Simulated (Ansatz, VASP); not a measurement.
## Cu: VASP beside Ansatz

```
Cu
1.0
    -1.44870    1.44870    1.33590
     1.44870   -1.44870    1.33590
     1.44870    1.44870   -1.33590
Cu
1
Direct
  0.00000 0.00000 0.00000
```

Alike in both runs: task single point; functional PBE; k mesh 22 × 22 × 22; occupations gaussian, width 0.15 eV; no spin polarisation.

|  | VASP | Ansatz |
| --- | --- | --- |
| version | VASP 6.6.1 | Ansatz 0.2.0 |
| potentials or method | VASP PAW PBE potentials, release 64 (Cu) | scalar-relativistic, plane waves, PAW |
| plane-wave cutoff (eV) | 520 | 520 |
| valence electrons in the cell | 11 | 19 |

VASP gave:

* gap on the k mesh at the Fermi level (eV): none
* pressure (GPa): 12.1
* largest component of the traceless stress (GPa): 0.65

Task: Which values does Ansatz return?

Result: gap on the k mesh at the Fermi level (eV): none; pressure (GPa): 11.3; largest component of the traceless stress (GPa): 0.63.

A gap of «none» marks a metal or a gap that the smearing closes. The two sets of potentials don't hold the same shells in valence.
